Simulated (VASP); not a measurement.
# BN (F-43m) in VASP: a series of runs, part 2 of 2

VASP 6.6.1. Earlier steps stand in the parts before.

## Step 3: Single point, PBEsol

This run uses another cell than the first one, of 5.86 Å³/atom, 1.012 times its volume.

INCAR reads:

```
ALGO = Normal ; EDIFF = 1E-6
ENCUT = 600 ; GGA = PS
GGA_COMPAT = F ; ISIF = 2
ISMEAR = 0 ; LASPH = T
LCHARG = F ; LREAL = F
LWAVE = F ; NBANDS = 11
NELM = 120 ; PREC = Accurate
SIGMA = 0.05
```

KPOINTS reads:

```
k-points
0
Gamma
  12 12 12
```

POSCAR reads:

```
BN
1.0
    0.0000000000      1.8028124367      1.8028124367
    1.8028124367      0.0000000000      1.8028124367
    1.8028124367      1.8028124367      0.0000000000
B N
1 1
Direct
    0.0000000000      0.0000000000      0.0000000000
    0.7500000000      0.7500000000      0.7500000000
```

Potentials or basis: VASP PAW PBE potentials, release 64 (B, N).

The run is started by

```console
$ cat potpaw_PBE.64/B/POTCAR potpaw_PBE.64/N/POTCAR > POTCAR
$ mpirun -np 1 vasp_std > vasp.out
```

OUTCAR:

```text
EDIFF = 1E-6
   ENCUT = 600
   GGA = PS
   ISIF = 2
   ISMEAR = 0
   LASPH = T
   LREAL = F
   NELM = 120
   PREC = Accurate

 ion  position               nearest neighbor table
   1  0.000  0.000  0.000-   2 1.56   2 1.56   2 1.56   2 1.56
   2  0.750  0.750  0.750-   1 1.56   1 1.56   1 1.56   1 1.56

  LATTYP: Found a face centered cubic cell.
 ALAT       =     3.6056248734

  Lattice vectors:

 A1 = (   0.0000000000,   1.8028124367,   1.8028124367)
 A2 = (   1.8028124367,   0.0000000000,   1.8028124367)
 A3 = (   1.8028124367,   1.8028124367,   0.0000000000)

Analysis of symmetry for initial positions (statically):
=====================================================================
 Subroutine PRICEL returns:
 Original cell was already a primitive cell.

 Routine SETGRP: Setting up the symmetry group for a
 face centered cubic supercell.

 Subroutine GETGRP returns: Found 24 space group operations
 (whereof 24 operations were pure point group operations)
 out of a pool of 48 trial point group operations.

The static configuration has the point symmetry T_d .

Analysis of symmetry for dynamics (positions and initial velocities):
=====================================================================
 Subroutine PRICEL returns:
 Original cell was already a primitive cell.

 Routine SETGRP: Setting up the symmetry group for a
 face centered cubic supercell.

 Subroutine GETGRP returns: Found 24 space group operations
 (whereof 24 operations were pure point group operations)
 out of a pool of 48 trial point group operations.

The dynamic configuration has the point symmetry T_d .

 Subroutine INISYM returns: Found 24 space group operations
 (whereof 24 operations are pure point group operations),
 and found     1 'primitive' translations

----------------------------------------------------------------------------------------

                                     Primitive cell

  volume of cell :      11.7188
[... 111 lines left out ...]
  Fermi-wavevector in a.u.,A,eV,Ry     =   1.441488  2.724017 28.271367  2.077887
  Thomas-Fermi vector in A             =   2.560114
   LORBIT       =      0    0 simple, 1 ext, 2 COOP (PROOUT), +10 PAW based schemes
   GGA     = PS    functional components
   LHFCALC =     F    Hartree Fock is set to
   AEXX    =    0.0000 exact exchange contribution
   IVDW    =     0    specifies the selected vdW correction
   LEPSILON=     F    determine dielectric tensor
   LRPA    =     F    only Hartree local field effects (RPA)
 non-spin polarized calculation
 Gauss-broadening in eV      SIGMA  =   0.05
  energy-cutoff  :      600.00
  volume of cell :       11.72
 maximum number of plane-waves:       399
   NGX = 11   NGY = 11   NGZ = 11

 number of electron       7.9999999 magnetization

 Free energy of the ion-electron system (eV)
  ---------------------------------------------------
  ext. energy  EPLUGINS =         0.00000000
  ---------------------------------------------------
  free energy    TOTEN  =       -18.35071287 eV

  energy without entropy =      -18.35071287  energy(sigma->0) =      -18.35071287

 E-fermi :   7.6778     XC(G=0): -13.0544

 val. band max:        7.4589243071   @ k =   0.0000   0.0000   0.0000
 cond. band min:      11.7436338023   @ k =   0.5000   0.5000   0.0000
 fundamental gap:      4.2847094953
 Fermi energy:         7.6778115390

 k-point     1 :       0.0000    0.0000    0.0000
  band No.  band energies     occupation
      1     -12.8833      2.00000
      2       7.4589      2.00000
      3       7.4589      2.00000
      4       7.4589      2.00000
      5      16.2570      0.00000
      6      16.2570      0.00000
      7      16.2570      0.00000
      8      17.8530      0.00000
      9      32.1152      0.00000
     10      35.2425      0.00000
     11      35.2425      0.00000
[... 309 lines left out ...]
 k-point    24 :      -0.4167    0.1667    0.0000
  band No.  band energies     occupation
      1      -8.2091      2.00000
      2      -2.6887      2.00000
      3       3.2838      2.00000
      4       4.8550      2.00000
      5      16.6802      0.00000
      6      19.6902      0.00000
      7      19.6925      0.00000
      8      23.1589      0.00000
      9      28.4003      0.00000
     10      32.7414      0.00000
     11      34.1728      0.00000

 [... further k-points ...]
[... 5 lines left out ...]
  --------------------------------------------------------------------------------------
  -------------------------------------------------------------------------------------
  Total        0.0255502      0.0255502      0.0255502      0.0000000      0.0000000     -0.0000000
  in kB        3.4932023      3.4932023      3.4932023      0.0000000      0.0000000     -0.0000000
  external PRESSURE =       3.4932023 kB  Pullay stress =       0.0000000 kB

 VOLUME and BASIS-vectors are now :
 -----------------------------------------------------------------------------
  energy-cutoff  :      600.00
  volume of cell :       11.72
      direct lattice vectors                 reciprocal lattice vectors
     0.000000000  1.802812437  1.802812437    -0.277344437  0.277344437  0.277344437
     1.802812437  0.000000000  1.802812437     0.277344437 -0.277344437  0.277344437
     1.802812437  1.802812437  0.000000000     0.277344437  0.277344437 -0.277344437

 POSITION                                       TOTAL-FORCE (eV/Angst)
 -----------------------------------------------------------------------------------
      0.00000      0.00000      0.00000         0.000000      0.000000      0.000000
      2.70422      2.70422      2.70422        -0.000000     -0.000000     -0.000000
 -----------------------------------------------------------------------------------
    total drift:                               -0.000000     -0.000000     -0.000000

  FREE ENERGIE OF THE ION-ELECTRON SYSTEM (eV)
  ---------------------------------------------------
  free  energy   TOTEN  =       -18.3507128711 eV

  energy  without entropy=      -18.3507128711  energy(sigma->0) =      -18.35071287
```

OSZICAR:

```text
N       E                     dE             d eps       ncg     rms          rms(c)
DAV:   1     0.150757906249E+02    0.15076E+02   -0.53573E+03  1600   0.809E+02
DAV:   2    -0.186740804605E+02   -0.33750E+02   -0.32733E+02  1930   0.194E+02
DAV:   3    -0.193076821105E+02   -0.63360E+00   -0.63259E+00  1908   0.220E+01
DAV:   4    -0.193084971527E+02   -0.81504E-03   -0.81503E-03  1719   0.873E-01
DAV:   5    -0.193084978895E+02   -0.73684E-06   -0.73684E-06  1860   0.263E-02    0.658E+00
DAV:   6    -0.184570683399E+02    0.85143E+00   -0.26694E+00  1718   0.987E+00    0.325E+00
DAV:   7    -0.183713399291E+02    0.85728E-01   -0.10201E-01  1806   0.257E+00    0.187E+00
DAV:   8    -0.183506907898E+02    0.20649E-01   -0.33122E-02  1788   0.126E+00    0.182E-01
DAV:   9    -0.183506909186E+02   -0.12878E-06   -0.83652E-04  1695   0.252E-01    0.803E-02
DAV:  10    -0.183507109398E+02   -0.20021E-04   -0.63807E-05  1749   0.765E-02    0.134E-02
DAV:  11    -0.183507127891E+02   -0.18493E-05   -0.40177E-06  1795   0.157E-02    0.832E-03
DAV:  12    -0.183507128711E+02   -0.82022E-07   -0.94271E-07   855   0.694E-03
   1 F= -.18350713E+02 E0= -.18350713E+02  d E =-.232722E-12
```

stdout:

```text
POSCAR found type information on POSCAR B N
 POSCAR found :  2 types and       2 ions
 scaLAPACK will be used
 -----------------------------------------------------------------------------
|                                                                             |
|                                                                             |
|     You enforced a specific xc type in the INCAR file but a different       |
|     I HOPE YOU KNOW WHAT YOU ARE DOING!                                     |
|                                                                             |
 -----------------------------------------------------------------------------

 LDA part: xc-table for (Slater+PW92), standard interpolation
 POSCAR, INCAR and KPOINTS ok, starting setup
 FFT: planning ... GRIDC
 FFT: planning ... GRID_SOFT
 FFT: planning ... GRID
 WAVECAR not read
 entering main loop
```

It took 7.4 s on 1 thread of Intel Xeon 6975P-C (Granite Rapids), shared host; peak memory 0.12 GiB.

What came out:

```yaml
Free_energy: -18.3507 eV
Pressure: 0.3 GPa
Band_gap_on_the_k_mesh: 4.28 eV, indirect (least direct gap 8.80 eV)
```

Levels at points of the mesh, in eV from the valence-band top:
```csv
k point,band 1,band 2,band 3,band 4,band 5,band 6,band 7,band 8
"(0.00, 0.00, 0.00)",-20.34,0.00,0.00,0.00,8.80,8.80,8.80,10.39
"(0.50, 0.00, 0.00)",-16.04,-10.85,-1.96,-1.96,10.19,10.66,10.66,15.16
"(0.50, 0.50, 0.00)",-14.65,-9.02,-4.98,-4.98,4.28,9.13,18.00,18.00
```

Caveat: the PAW data sets were made with another functional, which shifts forces and pressure a little.

## Step 4: Single point, PBEsol (volume scaled by 0.98)

INCAR reads:

```
SYSTEM = BN
  PREC = Accurate
  ENCUT = 600
  EDIFF = 1E-6
  ISMEAR = 0
  SIGMA = 0.05
  LREAL = .False.
  LASPH = .True.
  NELM = 120
  ALGO = Normal
  ISIF = 2
  LWAVE = .False.
  LCHARG = .True.
  GGA = PS
  LELF = .True.
  LVHAR = .True.
  NBANDS = 11
  GGA_COMPAT = .False.
```

KPOINTS reads:

```
regular mesh
0
Gamma
  12 12 12
  0 0 0
```

POSCAR reads:

```
BN
1.0
    0.0000000000      1.7907126598      1.7907126598
    1.7907126598      0.0000000000      1.7907126598
    1.7907126598      1.7907126598      0.0000000000
B N
1 1
Direct
    0.0000000000      0.0000000000      0.0000000000
    0.7500000000      0.7500000000      0.7500000000
```

The run is started by

```console
$ cat potpaw_PBE.64/B/POTCAR potpaw_PBE.64/N/POTCAR > POTCAR
$ mpirun -np 1 vasp_std > vasp.out
```

It took 5.1 s on 1 thread of Intel Xeon 6975P-C (Granite Rapids), shared host; peak memory 0.12 GiB.

It converged, with:

```yaml
Free_energy: -18.3435 eV
Pressure: 8.5 GPa
Band_gap_on_the_k_mesh: 4.31 eV, indirect (least direct gap 8.89 eV)
```

Levels at points of the mesh, in eV from the valence-band top:
```
           k point  band 2  band 3  band 4  band 5  band 6  band 7
(0.00, 0.00, 0.00)    0.00    0.00    0.00    8.89    8.89    8.89
(0.50, 0.00, 0.00)  -11.04   -2.00   -2.00   10.46   10.77   10.77
(0.50, 0.50, 0.00)   -9.15   -5.08   -5.08    4.31    9.25   18.31
```

Caveat: the cell differs from its parent crystal (volume scaled by 0.98); the PAW data sets were made with another functional, which shifts forces and pressure a little. A k mesh can miss the band edges.

## Step 5: Single point, PBEsol (volume scaled by 1.02)

INCAR: that of step 4 with these lines changed.

```diff
@@ -12,6 +12,4 @@
   LWAVE = .False.
-  LCHARG = .True.
+  LCHARG = .False.
   GGA = PS
-  LELF = .True.
-  LVHAR = .True.
   NBANDS = 11
```

KPOINTS reads:

```
Automatic mesh
0
Gamma
  12 12 12
  0 0 0
```

POSCAR reads:

```
BN
1.0
    0.0000000000      1.8147519399      1.8147519399
    1.8147519399      0.0000000000      1.8147519399
    1.8147519399      1.8147519399      0.0000000000
B N
1 1
Direct
    0.0000000000      0.0000000000      0.0000000000
    0.7500000000      0.7500000000      0.7500000000
```

The run is started by

```console
$ cat potpaw_PBE.64/B/POTCAR potpaw_PBE.64/N/POTCAR > POTCAR
$ mpirun -np 1 vasp_std > vasp.out
```

Run time: 5.3 s. Hardware: 1 thread of Intel Xeon 6975P-C (Granite Rapids), shared host; peak memory 0.13 GiB.

The run converged. Its results:

```
Free energy            : -18.3465 eV
Pressure               : -7.1 GPa
Band gap on the k mesh : 4.26 eV, indirect (least direct gap 8.71 eV)
```

Levels at points of the mesh, in eV from the valence-band top:
| k point | band 1 | band 2 | band 3 | band 4 | band 5 | band 6 | band 7 | band 8 |
| --- | --- | --- | --- | --- | --- | --- | --- | --- |
| (0.00, 0.00, 0.00) | -20.12 | 0.00 | 0.00 | 0.00 | 8.71 | 8.71 | 8.71 | 10.08 |
| (0.50, 0.00, 0.00) | -15.90 | -10.67 | -1.93 | -1.93 | 9.94 | 10.56 | 10.56 | 14.96 |
| (0.50, 0.50, 0.00) | -14.54 | -8.89 | -4.88 | -4.88 | 4.26 | 9.02 | 17.69 | 17.69 |

Caveat: the cell differs from its parent crystal (volume scaled by 1.02); the PAW data sets were made with another functional, which shifts forces and pressure a little.

## Step 6: Summary

| cell | gap on the mesh (eV) | pressure (GPa) |
| --- | --- | --- |
| a = 2.539 Å, angles 60.0°, 2 atoms | 4.30 | 5.1 |
| a = 2.550 Å, angles 60.0°, 2 atoms | 4.28 | 0.3 |
| a = 2.532 Å, angles 60.0°, 2 atoms | 4.31 | 8.5 |
| a = 2.566 Å, angles 60.0°, 2 atoms | 4.26 | -7.1 |

Alike in all rows: task single point; level PBEsol; potentials or basis VASP PAW PBE potentials, release 64 (B, N); no spin polarisation; k mesh 12 × 12 × 12; cutoff (eV) 600; smearing gaussian 0.05 eV.

Caveats: the PAW data sets were made with another functional, which shifts forces and pressure a little.

Total energies depend on the potentials used, so only differences within one code and one set of settings carry meaning.

## Step 7: Against experiment

Step 3. Against the measured gap of BN, 6.4 eV (indirect; 300 K; a printed reference work, monograph), the calculated 4.28 eV is off by -2.12 eV. The value is that of PBEsol on a finite k mesh, which can miss the band edges, without temperature or zero-point motion. Semilocal functionals fall short of measured gaps as a rule.
